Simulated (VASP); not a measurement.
## KCl (Sylvite): band structure with r2SCAN

**The experiment to reproduce.**

A printed reference work, monograph reports, for a bulk crystal of KCl: band gap 8.68 eV.

Crystal: KCl (Sylvite).

```
CELL_PARAMETERS angstrom
0.00000 3.14647 3.14647
3.14647 0.00000 3.14647
3.14647 3.14647 0.00000
ATOMIC_POSITIONS crystal
K 0.00000 0.00000 0.00000
Cl 0.50000 0.50000 0.50000
```

```yaml
Program: VASP 6.6.1
Task: band structure
Functional: r2SCAN
Potentials_or_basis: VASP PAW PBE potentials, release 64 (K_sv, Cl)
Cutoff: 520 eV
k_mesh: 8 × 8 × 8
Occupations: gaussian, width 0.02 eV
Spin: no spin polarisation
Ladder: free
Further_INCAR_settings: ALGO = Normal; EDIFF = 1e-06; NBANDS = 15
```

```
Pressure                : 0.0 GPa
Band gap on the k mesh  : 5.83 eV, direct
Band gap along the path : 5.83 eV, direct
```

Levels at the corners of the path, in eV from the valence-band top:
```
point  band 4  band 5  band 6  band 7  band 8  band 9  band 10  band 11  band 12  band 13
    Γ  -10.96  -10.96    0.00    0.00    0.00    5.83     9.03     9.03     9.03    10.08
    X  -11.01  -11.01   -0.67   -0.23   -0.23    7.03     9.22    10.69    11.11    11.56
    X  -11.01  -11.01   -0.67   -0.23   -0.23    7.03     9.22    10.69    11.11    11.56
    W  -11.06  -10.88   -0.48   -0.48   -0.48    8.59     8.59    10.39    10.74    12.54
    W  -11.06  -10.88   -0.48   -0.48   -0.48    8.59     8.59    10.39    10.74    12.54
    K  -11.00  -10.91   -0.57   -0.55   -0.29    7.80     9.67    10.21    10.99    11.83
    K  -11.00  -10.91   -0.57   -0.55   -0.29    7.80     9.67    10.21    10.99    11.83
    Γ  -10.96  -10.96    0.00    0.00    0.00    5.83     9.03     9.03     9.03    10.08
    Γ  -10.96  -10.96    0.00    0.00    0.00    5.83     9.03     9.03     9.03    10.08
    L  -10.97  -10.74   -1.05   -0.32   -0.32    8.13     9.24    11.32    11.32    12.18
    L  -10.97  -10.74   -1.05   -0.32   -0.32    8.13     9.24    11.32    11.32    12.18
    U  -11.00  -10.91   -0.57   -0.55   -0.29    7.80     9.67    10.21    10.99    11.83
    U  -11.00  -10.91   -0.57   -0.55   -0.29    7.80     9.67    10.21    10.99    11.83
    W  -11.06  -10.88   -0.48   -0.48   -0.48    8.59     8.59    10.39    10.74    12.54
    W  -11.06  -10.88   -0.48   -0.48   -0.48    8.59     8.59    10.39    10.74    12.54
    L  -10.97  -10.74   -1.05   -0.32   -0.32    8.13     9.24    11.32    11.32    12.18
    L  -10.97  -10.74   -1.05   -0.32   -0.32    8.13     9.24    11.32    11.32    12.18
    K  -11.00  -10.91   -0.57   -0.55   -0.29    7.80     9.67    10.21    10.99    11.83
    U  -11.00  -10.91   -0.57   -0.55   -0.29    7.80     9.67    10.21    10.99    11.83
    X  -11.01  -11.01   -0.67   -0.23   -0.23    7.03     9.22    10.69    11.11    11.56
```

Wall time 2.8 min on 1 thread of Intel(R) Xeon(R) 6975P-C (Granite Rapids), with other jobs on the host, peak memory 0.22 GiB.

Against the measured gap of KCl, 8.68 eV (a printed reference work, monograph), the calculated 5.83 eV is off by -2.85 eV. The value is that of r2SCAN, without temperature or zero-point motion.

Caveat: the PAW data sets were made with another functional, which shifts forces and pressure a little.
